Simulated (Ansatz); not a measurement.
**K under changes of volume**

One of the cells (78.519 Å³/atom); the others are scaled copies at fixed shape and fractional positions:

```
K
1.0
    -2.69756    2.69756    2.69756
     2.69756   -2.69756    2.69756
     2.69756    2.69756   -2.69756
K
1
Direct
  0.00000 0.00000 0.00000
```

* Program: Ansatz 0.2.0
* Functional: PBE
* Potentials or basis: Ansatz PAW
* Cutoff: 420 eV (not typed: the program's choice for these potentials)
* k mesh: 7 × 7 × 7
* Occupations: fermi-dirac, width 0.05 eV
* Spin: no spin polarisation

```csv
volume (Å³/atom),energy over the lowest point (meV/atom),pressure (GPa)
73.807,0.00,0.0
75.378,0.46,-0.1
76.948,?,?
78.519,3.33,-0.2
80.089,5.62,-0.3
81.659,8.40,-0.3
83.230,11.62,-0.3
```

Question: What does the run at 76.948 Å³/atom give?

Answer: Energy over the lowest point 1.59 meV/atom; pressure -0.1 GPa.

Worked out: A Birch-Murnaghan fit of order 3 (a polynomial in V^(-2/3)) to the other rows has its minimum at 73.61 Å³/atom, just outside them, with B0 = V·E''(V) = 3.6 GPa and B' = 4.0. It gives 1.59 meV/atom at 76.948 Å³/atom, against the run's 1.59, and -dE/dV = -0.1 GPa, against -0.1.

Energies are extrapolated to zero smearing.
